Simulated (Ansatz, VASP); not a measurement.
## MgO: VASP beside Ansatz

The input INCAR:

```
SYSTEM = MgO
PREC = Accurate
ENCUT = 520
EDIFF = 1E-7
ISMEAR = 0
SIGMA = 0.05
LREAL = .FALSE.
LASPH = .TRUE.
NELM = 80
ALGO = Normal
ISIF = 2
LWAVE = .FALSE.
LCHARG = .FALSE.
GGA = PE
NBANDS = 11
```

Contents of KPOINTS:

```
regular mesh
0
G
  10 10 10
  0 0 0
```

File POSCAR:

```
MgO
1.0
    0.0000000000      2.1351500000      2.1351500000
    2.1351500000      0.0000000000      2.1351500000
    2.1351500000      2.1351500000      0.0000000000
Mg O
1 1
Direct
    0.0439079222     -0.0439079222      0.0439079222
    0.5000000000      0.5000000000      0.5000000000
```

Input for Ansatz:

```yaml
crystal:
  lattice:
    - [0.0, 2.13515, 2.13515]
    - [2.13515, 0.0, 2.13515]
    - [2.13515, 2.13515, 0.0]
  atoms:
    - { symbol: Mg, position: [0.0439079222, -0.0439079222, 0.0439079222] }
    - { symbol: O, position: [0.5, 0.5, 0.5] }
basis:
  ecutwfc: 420
kpoints:
  mp_grid: { grid: [10, 10, 10] }
hamiltonian:
  xc: pbe
scf:
  occupations: { method: gaussian, width: 0.05 }
output:
  forces: true
  stress: true
  eigenvalues: true
```

Change from the starting cell: all Mg atoms moved +0.188 Å, as atom 1 along Cartesian [0 1 0].

Alike in both runs: task single point; functional PBE; k mesh 10 × 10 × 10; occupations gaussian, width 0.05 eV; no spin polarisation.

```csv
,VASP,Ansatz
version,VASP 6.6.1,Ansatz 0.2.0
potentials or method,"VASP PAW PBE potentials, release 64 (Mg, O)","scalar-relativistic, plane waves, PAW"
plane-wave cutoff (eV),520,420
valence electrons in the cell,8,16
```

Ansatz gave:

```
gap on the k mesh at the Fermi level (eV)       : 4.35
least direct gap on the mesh (eV)               : 4.35
pressure (GPa)                                  : 1.4
largest component of the traceless stress (GPa) : 7.40
rms of the force components (eV/Å)              : 0.615
```

Question: Estimate VASP's values.

Answer: gap on the k mesh at the Fermi level (eV): 4.33; least direct gap on the mesh (eV): 4.33; pressure (GPa): 0.7; largest component of the traceless stress (GPa): 7.50; rms of the force components (eV/Å): 0.624.

Atom by atom the forces differ by 0.008 eV/Å (rms over components). The two sets of potentials don't hold the same shells in valence.

Caveats: forces of over 1 eV/Å show positions far from the minimum, so gaps and moduli don't describe the material at rest.
